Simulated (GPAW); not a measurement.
Here is a GPAW 26.7.0 calculation.

run.py

```python
from ase.dft.bandgap import bandgap
from ase.io import read, write
from ase.units import GPa
from gpaw import GPAW, PW

atoms = read('CdS.xyz')

calc = GPAW(mode=PW(500),
            xc='LDA',
            kpts={'size': (6, 6, 3), 'gamma': True},
            occupations={'name': 'fermi-dirac', 'width': 0.05},
            nbands=31,
            maxiter=120,
            txt='gpaw.txt')
atoms.calc = calc
energy = atoms.get_potential_energy()
forces = atoms.get_forces()
stress = atoms.get_stress()
calc.write('gs.gpw')
write('result.traj', atoms)
print(f'Energy: {energy:.6f} eV')
print('Forces (eV/A):')
print(forces.round(4))
print('Stress (GPa):', (stress / GPa).round(3))
print('Fermi level:', round(calc.get_fermi_level(), 4), 'eV')
print(f'Gap: {bandgap(calc)[0]:.4f} eV, direct: {bandgap(calc, direct=True)[0]:.4f} eV')
```

File CdS.xyz:

```xyz
4
Lattice="4.1500000000 0.0000000000 0.0000000000 -2.0750000000 3.5940054257 0.0000000000 0.0000000000 0.0000000000 6.7370000000" Properties=species:S:1:pos:R:3 pbc="T T T"
Cd     2.0750000002      1.1980018084      3.3685000000
Cd    -0.0000000002      2.3960036173      0.0000000000
S      2.0750000002      1.1980018084      5.8948750000
S     -0.0000000002      2.3960036173      2.5263750000
```

Potentials or basis: the program's PAW data sets (release 1.2.1) made for this functional, pw.

Command:

```bash
$ OMP_NUM_THREADS=1 python run.py
```

Question: Predict the pressure.

Answer: -3.6 GPa.

Question: What does it give for the largest force?

Answer: 0.060 eV/Å.

Question: Predict the band gap on the k mesh.

Answer: 0.89 eV, direct.

Forces on the atoms (eV/Å):
```
Cd   0.000  0.000 -0.060
Cd   0.000  0.000 -0.060
S    0.000  0.000  0.059
S    0.000  0.000  0.060
```

Caveat: the cutoff is short for stress and forces, so pressures can be off by a GPa or more.

**Measured values to compare with.**

“Isotope dependence of band-gap energy”, 2008, arxiv:0807.2152 quotes, for a bulk crystal of CdS: band gap 2.5809 ± 0.0002 eV.

Against the measured gap of CdS, 2.5809 eV (quoted in “Isotope dependence of band-gap energy”, 2008, arxiv:0807.2152), the calculated 0.89 eV is off by -1.69 eV. So large a miss can be the level of theory's own, or it may mean another phase, state or a wrong row. Spin-orbit coupling on Cd is left out. The value is that of LDA, without temperature or zero-point motion. Semilocal functionals fall short of measured gaps as a rule.
